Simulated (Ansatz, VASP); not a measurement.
# PbS (Galena) in two plane-wave programs

One calculation is typed for both programs; each brings its own data sets and cutoff. How far apart do they land? The cell is taken from a series of VASP runs on this material, whose earlier steps may have relaxed, scaled or displaced it; both programs get it as it stands.

Program: Ansatz 0.2.0. Level of theory: plane waves, with VASP 6.6.1 beside it; relaxation of cell and atoms at r2SCAN and relaxation of cell and atoms at r2SCAN with rVV10. Results are calculated unless marked as measured.

## 1. The structure

Symmetry: Fm-3m, No. 225, cubic system. The conventional cell has a = 5.990 Å, b = 5.990 Å, c = 5.990 Å, α = 90.00°, β = 90.00°, γ = 90.00°. Nearest to Pb lie 6 S at 3.00 Å. Nearest to S lie 6 Pb at 3.00 Å. Farther neighbours and most contacts between anions are not listed.

As a file:

```cif
data_structure
_symmetry_space_group_name_H-M 'Fm-3m'
_symmetry_Int_Tables_number 225
_cell_length_a 5.9902
_cell_length_b 5.9902
_cell_length_c 5.9902
_cell_angle_alpha 90.000
_cell_angle_beta 90.000
_cell_angle_gamma 90.000
_cell_volume 214.95
loop_
_atom_site_label
_atom_site_type_symbol
_atom_site_symmetry_multiplicity
_atom_site_Wyckoff_symbol
_atom_site_fract_x
_atom_site_fract_y
_atom_site_fract_z
_atom_site_occupancy
Pb1 Pb 4 a 0.00000 0.00000 0.00000 1
S1 S 4 b 0.50000 0.00000 0.00000 1
```

## 2. VASP: relaxation of cell and atoms, r2SCAN

The relaxed volume is the usual yardstick between codes: its relative difference is about their pressure difference at one cell divided by the bulk modulus.

Lines of VASP's logs that name or quote its potential files are left out, and so is its time.

File INCAR:

```
SYSTEM = PbS
PREC = Accurate
ENCUT = 450
EDIFF = 1E-06
NELM = 100
ISMEAR = 0
SIGMA = 0.03
LREAL = .FALSE.
ALGO = Normal
METAGGA = R2SCAN
LASPH = .TRUE.
NBANDS = 16
LORBIT = 11
LWAVE = .FALSE.
LCHARG = .FALSE.
KPAR = 4
IBRION = 2
NSW = 50
ISIF = 3
EDIFFG = -0.006
```

File POSCAR:

```
PbS
1.0
    0.0000000000      2.9951157712      2.9951157712
    2.9951157712      0.0000000000      2.9951157712
    2.9951157712      2.9951157712      0.0000000000
Pb S
1 1
Direct
    0.0000000000      0.0000000000      0.0000000000
    0.5000000000      0.5000000000      0.5000000000
```

File KPOINTS:

```
Automatic mesh
0
Gamma
6 6 6
0 0 0
```

PAW data sets: Pb_d and S (PBE family, release 64).

Run with:

```console
$ mpirun -np 4 vasp_std
```

Numbers of over 12 decimals in the logs are rounded to 6 here.

Log:

```text
[banner, memory and clock lines left out]
running    4 mpi-ranks, on    1 nodes
 distrk:  each k-point on    1 cores,    4 groups
 distr:  one band on    1 cores,    1 groups

 POSCAR found type information on POSCAR PbS
 POSCAR found :  2 types and       2 ions
|                                                                             |
|               ----> ADVICE to this user running VASP <----                  |
|                                                                             |
|     You enforced a specific xc type in the INCAR file but a different       |
|     [... a line on the potential file left out ...]
|     I HOPE YOU KNOW WHAT YOU ARE DOING!                                     |
|                                                                             |

 LDA part: xc-table for (None), standard interpolation
 POSCAR, INCAR and KPOINTS ok, starting setup
 FFT: planning ... GRIDC
 FFT: planning ... GRID_SOFT
 FFT: planning ... GRID
 WAVECAR not read
 entering main loop
       N       E                     dE             d eps       ncg     rms          rms(c)
DAV:   1     0.936600905270E+02    0.93660E+02   -0.90572E+03   512   0.118E+03
DAV:   2    -0.603971191007E+02   -0.15406E+03   -0.14919E+03   576   0.319E+02
DAV:   3    -0.704929694241E+02   -0.10096E+02   -0.10064E+02   680   0.866E+01
DAV:   4    -0.707087812289E+02   -0.21581E+00   -0.21575E+00   656   0.156E+01
DAV:   5    -0.707191095157E+02   -0.10328E-01   -0.10328E-01   776   0.291E+00    0.445E+00
DAV:   6    -0.655992906773E+02    0.51198E+01   -0.23487E+00   656   0.264E+01    0.367E+00
DAV:   7    -0.655945820984E+02    0.47086E-02   -0.29670E-01   640   0.458E+00    0.233E+00
DAV:   8    -0.656088776532E+02   -0.14296E-01   -0.19807E-02   664   0.192E+00    0.828E-01
DAV:   9    -0.656125580241E+02   -0.36804E-02   -0.69491E-03   600   0.920E-01    0.223E-01
DAV:  10    -0.656125672999E+02   -0.92758E-05   -0.96354E-04   680   0.509E-01    0.923E-02
DAV:  11    -0.656127301241E+02   -0.16282E-03   -0.27955E-04   632   0.136E-01    0.535E-02
DAV:  12    -0.656127022937E+02    0.27830E-04   -0.15148E-04   656   0.197E-01    0.210E-02
DAV:  13    -0.656127038743E+02   -0.15806E-05   -0.49396E-06   672   0.172E-02    0.617E-03
DAV:  14    -0.656127025321E+02    0.13421E-05   -0.36465E-06   592   0.292E-02    0.157E-03
DAV:  15    -0.656127025295E+02    0.26030E-08   -0.93409E-08   424   0.291E-03
   1 F= -.65612703E+02 E0= -.65612703E+02  d E =-.656127E+02
 curvature:   0.00 expect dE= 0.000E+00 dE for cont linesearch  0.000E+00
 trial: gam= 0.00000 g(F)=  0.140E-60 g(S)=  0.169E-02 ort = 0.000E+00 (trialstep = 0.100E+01)
 search vector abs. value=  0.169E-02
 bond charge predicted
       N       E                     dE             d eps       ncg     rms          rms(c)
DAV:   1    -0.656344139054E+02   -0.21711E-01   -0.68030E-01   648   0.137E+01    0.859E-01
DAV:   2    -0.656159001691E+02    0.18514E-01   -0.39586E-02   664   0.335E+00    0.312E-01
DAV:   3    -0.656131372214E+02    0.27629E-02   -0.11677E-02   672   0.184E+00    0.756E-02
DAV:   4    -0.656131994684E+02   -0.62247E-04   -0.29669E-04   576   0.156E-01    0.570E-02
DAV:   5    -0.656132304830E+02   -0.31015E-04   -0.48085E-05   616   0.719E-02    0.160E-02
DAV:   6    -0.656132342876E+02   -0.38047E-05   -0.65454E-06   680   0.193E-02    0.267E-03
DAV:   7    -0.656132327230E+02    0.15646E-05   -0.85847E-07   480   0.108E-02    0.967E-04
DAV:   8    -0.656132323400E+02    0.38300E-06   -0.18445E-07   376   0.692E-03
   2 F= -.65613232E+02 E0= -.65613232E+02  d E =-.529810E-03
 trial-energy change:   -0.000530  1 .order   -0.000526   -0.001688    0.000636
 step:   0.7264(harm=  0.7264)  dis= 0.00000  next Energy=   -65.613316 (dE=-0.613E-03)
 bond charge predicted
       N       E                     dE             d eps       ncg     rms          rms(c)
DAV:   1    -0.656149027024E+02   -0.16700E-02   -0.51588E-02   640   0.383E+00    0.234E-01
DAV:   2    -0.656135326749E+02    0.13700E-02   -0.29669E-03   672   0.905E-01    0.856E-02
DAV:   3    -0.656133205009E+02    0.21217E-03   -0.88204E-04   664   0.504E-01    0.200E-02
DAV:   4    -0.656133216017E+02   -0.11008E-05   -0.22425E-05   576   0.429E-02    0.153E-02
DAV:   5    -0.656133204267E+02    0.11750E-05   -0.34656E-06   608   0.194E-02    0.465E-03
DAV:   6    -0.656133198931E+02    0.53359E-06   -0.42835E-07   336   0.533E-03
   3 F= -.65613320E+02 E0= -.65613320E+02  d E =-.617364E-03
 curvature:  -0.36 expect dE=-0.472E-07 dE for cont linesearch -0.472E-07
 trial: gam= 0.00000 g(F)=  0.355E-60 g(S)=  0.130E-06 ort =-0.148E-04 (trialstep = 0.945E+00)
 search vector abs. value=  0.130E-06
 reached required accuracy - stopping structural energy minimisation
```

From OUTCAR (step 2):

```text
ion  position               nearest neighbor table
   1  0.000  0.000  0.000-   2 3.00   2 3.00   2 3.00   2 3.00   2 3.00   2 3.00
   2  0.500  0.500  0.500-   1 3.00   1 3.00   1 3.00   1 3.00   1 3.00   1 3.00

  LATTYP: Found a face centered cubic cell.
 ALAT       =     5.9902315424

 Subroutine GETGRP returns: Found 48 space group operations
 (whereof 48 operations were pure point group operations)

The static configuration has the point symmetry O_h .

 Found     16 irreducible k-points:

   k-points           NKPTS =     16   k-points in BZ     NKDIM =     16   number of bands    NBANDS=     16

   dimension x,y,z NGX =    30 NGY =   30 NGZ =   30
   dimension x,y,z NGXF=    60 NGYF=   60 NGZF=   60

   ENCUT  =  450.0 eV  33.07 Ry    5.75 a.u.   7.33  7.33  7.33*2*pi/ulx,y,z

   NELECT =      20.0000    total number of electrons

 k-points in reciprocal lattice and weights: Automatic mesh
   0.00000000  0.00000000  0.00000000       0.005
   0.16666667  0.00000000  0.00000000       0.037
   0.33333333  0.00000000  0.00000000       0.037
   0.50000000  0.00000000  0.00000000       0.019
   0.16666667  0.16666667  0.00000000       0.028
   0.33333333  0.16666667  0.00000000       0.111
   0.50000000  0.16666667  0.00000000       0.111
  -0.33333333  0.16666667  0.00000000       0.111
  -0.16666667  0.16666667  0.00000000       0.056
[...]
-0.33333333  0.33333333  0.16666667       0.111
  -0.33333333  0.50000000  0.16666667       0.056

 average (electrostatic) potential at core
       1 -97.9561       2 -88.5794

 E-fermi :   5.6154

 k-point     1 :       0.0000    0.0000    0.0000
  band No.  band energies     occupation
    ...
      6      -8.5993      2.00000
      7      -0.7287      2.00000
      8       3.1960      2.00000
      9       3.1960      2.00000
     10       3.1960      2.00000
     11      10.9098      0.00000
     12      10.9098      0.00000
     13      10.9098      0.00000
     14      12.6084      0.00000
     15      12.6084      0.00000
    ...

 k-point     2 :       0.1667    0.0000    0.0000
  band No.  band energies     occupation
    ...
      6      -8.3695      2.00000
      7      -1.4994      2.00000
      8       3.2703      2.00000
      9       3.2703      2.00000
     10       3.7775      2.00000
     11       9.1214      0.00000
     12       9.7187      0.00000
     13       9.7187      0.00000
     14      12.5141      0.00000
     15      13.2223      0.00000
    ...

 k-point     3 :       0.3333    0.0000    0.0000
  band No.  band energies     occupation
    ...
      6      -7.7943      2.00000
      7      -2.8562      2.00000
      8       3.4586      2.00000
      9       3.4586      2.00000
     10       4.7160      2.00000
     11       7.1482      0.00000
     12       8.2472      0.00000
     13       8.2472      0.00000
     14      13.2192      0.00000
     15      14.6636      0.00000
    ...

  Total        0.0013400      0.0013400      0.0013400      0.0000000      0.0000000      0.0000000
  in kB        0.0402763      0.0402763      0.0402763      0.0000000      0.0000000      0.0000000
  external PRESSURE =       0.0402763 kB  Pullay stress =       0.0000000 kB

  energy-cutoff  :      450.00
  volume of cell :       53.31
      direct lattice vectors                 reciprocal lattice vectors
     0.000000000  2.987101293  2.987101293    -0.167386356  0.167386356  0.167386356
     2.987101293  0.000000000  2.987101293     0.167386356 -0.167386356  0.167386356
     2.987101293  2.987101293 -0.000000000     0.167386356  0.167386356 -0.167386356

 POSITION                                       TOTAL-FORCE (eV/Angst)
 -----------------------------------------------------------------------------------
      0.00000      0.00000      0.00000         0.000000     -0.000000     -0.000000
      2.98710      2.98710      2.98710        -0.000000      0.000000      0.000000
 -----------------------------------------------------------------------------------
    total drift:                               -0.000000      0.000000      0.000000

  FREE ENERGIE OF THE ION-ELECTRON SYSTEM (eV)
  ---------------------------------------------------
  free  energy   TOTEN  =       -65.6133198931 eV

  energy  without entropy=      -65.6133198931  energy(sigma->0) =      -65.61331989

 reached required accuracy - stopping structural energy minimisation

 total charge
# of ion       s       p       d       tot
------------------------------------------
    1        1.487   0.476   9.839  11.802
    2        1.336   2.364   0.000   3.700
--------------------------------------------------
tot          2.823   2.841   9.839  15.502

[... 3 further parts left out ...]
```

## 3. Ansatz: relaxation of cell and atoms, r2SCAN

Ansatz runs on its default PAW (the set named soft_2) files.

The same cell, functional, mesh and smearing now go to Ansatz, which takes its cutoff from its data sets.

File input.yaml:

```yaml
crystal:
  lattice:
    - [0.0, 2.9951157712, 2.9951157712]
    - [2.9951157712, 0.0, 2.9951157712]
    - [2.9951157712, 2.9951157712, 0.0]
  atoms:
    - { symbol: Pb, position: [0.0, 0.0, 0.0] }
    - { symbol: S, position: [0.5, 0.5, 0.5] }
hamiltonian:
  xc: r2scan
  pseudopotentials: { kind: paw }
kpoints:
  mp_grid: { grid: [6, 6, 6] }
scf:
  occupations: { method: gaussian, width: 0.03 }
relax:
  f_tol: 0.01
  max_steps: 60
  cell: { stress_tol: 0.05 }
output:
  forces: true
  stress: true
  write_density: true
  write_potential: true
  elf: true
  volumetric_format: npy
```

Run with:

```console
$ ansatz run input.yaml --threads 4 --pin off --max-ram 9216MiB --backend cpu --events-out ev --progress --plain --runs-dir out
```

Log:

```text
Engine: ansatz 0.2.0, aarch64-unknown-linux-gnu
Pseudopotentials: kind: paw
Pseudopotential: Pb, paw, valence charge 14, recommended cutoff 500 eV (meta_gga), Pb.paw.azcp
Pseudopotential: S, paw, valence charge 6, recommended cutoff 500 eV (meta_gga), S.paw.azcp
Functional definition: r2SCAN
  parameter k0 = 0.174
  parameter k1 = 0.065
  parameter a1 = 4.9479
  exchange = r2scan_x(k0 = k0, k1 = k1, a1 = a1)
  correlation = r2scan_c
Crystal: 2 atoms, lattice volume = 53.737 Å³
Basis set: ecut = 500 eV, 1363 PW (Γ), exchange–correlation on 128×128×128 points (64 copies of the dense FFT grid, shifted against one another)
Bands: 14, of which v1, the nominal top of the filled ones, is band 10 counted from 1 (9 counted from 0)
Symmetry: 48 space group operations
Space group: Fm-3m (ITA 225), of the structure as read, at distance tolerance 3.8e-5 Å
k-points: 16 of 216
Non-local potential: Pb, projectors of the file, l = 0: 2, l = 1: 2, l = 2: 2, l = 3: 2
Non-local potential: S, projectors of the file, l = 0: 2, l = 1: 2, l = 2: 2
PAW form: soft (Blöchl's): semilocal exchange-correlation on the pseudo side does not see the compensation charge
PAW frozen core: Pb, regenerated for the run's functional (the file was generated under x = pbe(κ = 0.804, μ = 0.219515), c = pbe(β = 0.066725))
PAW frozen core: S, regenerated for the run's functional (the file was generated under x = pbe(κ = 0.804, μ = 0.219515), c = pbe(β = 0.066725))
PAW one-centre angular grid: Pb, 590 points (default); XC on 160 Gauss nodes
PAW one-centre angular grid: S, 302 points (default); XC on 160 Gauss nodes
Initial density: superposition of atomic densities (neutral atoms: chi_scale 0, normalization atom), corrected by the library's trained network
Initial wavefunctions: pseudopotential atomic-orbital guess
Functional: x = r2scan, c = r2scan; τ floored in thin density (d = 2e-4 eV/Å³)
SCF iter   1: F=—  HF=-12827.998362 eV  |F-HF|=—  |Δ(HF+E_count)|=         —  Δρ=6.09e-3  dr2=1.38e-2  dr2_τ=2.96e-3  ethr=1.77e-3  ⟨swp⟩=6.2  Hψ=1362  notcnv=0
preconditioner: auto → none  [insulator: Δε(μ)=0.712 eV  Ē_g=16.199 eV  σ=0.030 eV  W_gap=1.00  n_scr=14 (ndim 8)  ℏωp=22.7 eV  f_vac=0.001  D(μ)=0.00/eV (n_scr^D=0)  ε∞_Penn≈3.0]
SCF iter   2: F=—  HF=-12828.002735 eV  |F-HF|=—  |Δ(HF+E_count)|=   4.37e-3  Δρ=2.06e-3  dr2=1.82e-3  dr2_τ=1.00e-4  ethr=6.92e-5  ⟨swp⟩=2.0  Hψ=576  notcnv=0
SCF iter   3: F=—  HF=-12828.002832 eV  |F-HF|=—  |Δ(HF+E_count)|=   9.72e-5  Δρ=7.43e-4  dr2=2.29e-4  dr2_τ=1.24e-5  ethr=9.09e-6  ⟨swp⟩=2.5  Hψ=285  notcnv=0
SCF iter   4: F=—  HF=-12828.002820 eV  |F-HF|=—  |Δ(HF+E_count)|=   1.15e-5  Δρ=2.64e-4  dr2=6.10e-5  dr2_τ=5.51e-6  ethr=1.15e-6  ⟨swp⟩=2.5  Hψ=344  notcnv=0
SCF iter   5: F=—  HF=-12828.002808 eV  |F-HF|=—  |Δ(HF+E_count)|=   1.23e-5  Δρ=5.89e-5  dr2=7.09e-7  dr2_τ=3.35e-8  ethr=3.05e-7  ⟨swp⟩=2.1  Hψ=281  notcnv=0
SCF iter   6: F=-12828.002809 eV  HF=-12828.002809 eV  |F-HF|=4.03e-8  |Δ(HF+E_count)|=   5.77e-7  Δρ=8.81e-6  dr2=7.27e-8  dr2_τ=2.86e-9  ethr=5.00e-10  ⟨swp⟩=8.7  Hψ=1404  notcnv=0
SCF 1 converged in 6 iterations: F = -12828.002809 eV  dr2 = 7.27e-8
  greatest PAW one-centre occupation: 0.981 electrons in one spin orbital (limit 2), on the Pb atom at site 0 (counted from 0), in its partial waves of l = 2
relax step   1: F+E_penalty+E_count = -12828.00280853 eV  Δ(F+E_penalty+E_count) = +0.000e0 eV  max|allowed force component| = 2.465e-30 eV/Å  Δτ_max = 0.0000 Å  P = -0.465 GPa  Ω = 53.737 Å³  (6 SCF iters, dr2 threshold 1.00e-7 eV, accepted)
[...]
relax step   2: F+E_penalty+E_count = -12828.00328655 eV  Δ(F+E_penalty+E_count) = -4.780e-4 eV  max|allowed force component| = 7.560e-31 eV/Å  Δτ_max = 0.0000 Å  P = +0.276 GPa  Ω = 53.047 Å³  energy of the carried Pulay correction = +5.347e-5 eV  (6 SCF iters, dr2 threshold 2.00e-7 eV, accepted)
[...]
relax step   3: F+E_penalty+E_count = -12828.00348345 eV  Δ(F+E_penalty+E_count) = -1.969e-4 eV  max|allowed force component| = 9.368e-31 eV/Å  Δτ_max = 0.0000 Å  P = -0.003 GPa  Ω = 53.302 Å³  energy of the carried Pulay correction = +3.363e-5 eV  (5 SCF iters, dr2 threshold 1.91e-7 eV, accepted)
[...]
relax step   4: F+E_penalty+E_count = -12828.00344928 eV  Δ(F+E_penalty+E_count) = +3.417e-5 eV  max|allowed force component| = 1.824e-30 eV/Å  Δτ_max = 0.0000 Å  P = -0.004 GPa  Ω = 53.302 Å³  stress off target by 3.83e-3 GPa  SCF on the basis re-selected at this cell (its energy is not comparable with the rows above)  (5 SCF iters)
basis re-selected at this cell: Δ(F+E_penalty+E_count) = +3.417e-5 eV, ΔP = -0.001 GPa vs the last step (what re-selecting the basis moved, of the pressure what is left beyond the Pulay correction that the steps carried, after the strain that the cell walked since its last selection, with what the two solves' SCF thresholds leave and, on support functions, any second-order correction that the steps lacked; it is no m [...]
SCF converged after 5 iterations
Free energy (F): -12828.003449 eV
Harris-Foulkes:  -12828.003449 eV  (|F-HF|=3.64e-12)
Internal energy: -12828.003449 eV  (E = F + TS)
E sigma→0 (E₀):  -12828.003449 eV
Fermi energy:    8.325039 eV
--- Per-component energies (eV) ---
  E_band       = -72.018027
  E_kinetic    = 392.369284
  E_local      = -1238.743848  (includes V_loc(G=0)·N_el)
  E_nonlocal   = 379.074787
  E_hartree    = 481.835575
  E_xc         = -300.606664
  E_vxc        = -239.979475  (∫ρ·V_xc dr)
  E_paw        = -11040.205699  (= ΣΔE_a)
  E_vpaw       = -343.307092  (= ΣTr[D̂ρ^β])
  E_aug_tail   = 0.000020  (compensation charges beyond the density's cutoff)
  E_vtau       = 14.897151  (kinetic-family band-sum trace: ∫τ·v_τ [+ j·A + Jᵃ·Aᵃ] dr)
  E_ewald      = -1502.582641
  E_core_change = 0.855736  (= ΣΔE_core)
  E_smearing   = -0.000000  (= −TS)
  E_closure    = 0.000000  (closes the sum)
  Σ components = -12828.003449   (vs F -12828.003449, Δ=0.00e0)
--- Forces (eV/Å), atoms counted from 1 ---
  atom   1  Pb    -0.00000000     0.00000000     0.00000000
  atom   2  S      0.00000000    -0.00000000    -0.00000000
  max |Σ_I F_I| component: 2.89e-30 eV/Å
--- Stress (GPa, compression-positive) ---
       -0.003828      -0.000000      -0.000000
       -0.000000      -0.003828       0.000000
       -0.000000      -0.000000      -0.003828
  P = ⅓ Tr σ = -0.0038 GPa (-0.038 kbar)
--- Band table (eV; the first three rows and the last of 16) ---
  k-point 0: bands = [... 6 lower, 1.8609, 5.7658, 5.7658, 5.7658, 13.4860, 13.4860, 13.4860, 15.1478]
  k-point 1: bands = [... 6 lower, 1.0872, 5.8403, 5.8403, 6.3514, 11.6943, 12.2890, 12.2890, 15.0679]
  k-point 2: bands = [... 6 lower, -0.2717, 6.0290, 6.0290, 7.2944, 9.7220, 10.8168, 10.8168, 15.7769]
  k-point 15: bands = [... 6 lower, 0.0864, 3.1553, 4.0023, 6.1644, 11.4337, 12.5860, 13.4303, 15.2354]
--- Relaxed structure (3 steps of the walk, 3 accepted, 1 SCFs on fresh bases) ---
  F+E_penalty+E_count = -12828.00344928 eV   max|allowed force component| = 1.824e-30 eV/Å   (the final SCF, on the basis selected at the relaxed cell)
  cell:  # Å, volume = 53.3018 Å³
    - [0, 2.987015, 2.987015]
    - [2.987015, 0, 2.987015]
    - [2.987015, 2.987015, 0]
  atoms:
    - { symbol: Pb, position: [0, 0, 0] }
    - { symbol: S, position: [0.5, 0.5, 0.5] }
```

It took 2.7 s on 4 threads of Arm Neoverse V2, shared host; peak memory 0.46 GiB; 9.2 s of CPU time.

## 4. Differences

Known differences besides the potentials themselves: VASP keeps PBE cores, Ansatz makes them for the functional; both relaxations stop at a tolerance, which leaves soft axes loose, and VASP keeps its plane-wave basis; the cutoff is 500 eV in Ansatz and 450 eV in VASP; Ansatz adds a Pulay correction to the stress that steers its cell, VASP none. Total energies have different zeros and are not compared.

The two programs side by side:

| quantity | Ansatz | VASP | difference |
| --- | --- | --- | --- |
| volume (Å³) | 53.30 | 53.31 | -0.01 % |
| edge a after relaxation, in the typed setting (Å) | 4.224 | 4.224 | +0.00 % |

The walks stopped with 0.00 GPa left in Ansatz and 0.00 GPa in VASP; each walk ends within a tolerance, so the volume difference is uncertain by about these residues over the bulk modulus, most in soft cells.

(Continued in part 2 of 2.)

[Lines on the potential files, build, host, timing and source positions are cut from VASP's logs without a mark.]

[Logs are printed without paths, hosts, clocks, repeated set-up lines and the standing remarks that a program may print on its own settings, such as how far it seeks lower states.]

[Hosts, paths, dates, database ids (printed as entryN), source tags and the programs' standing remarks are cut or masked in the printed files.]
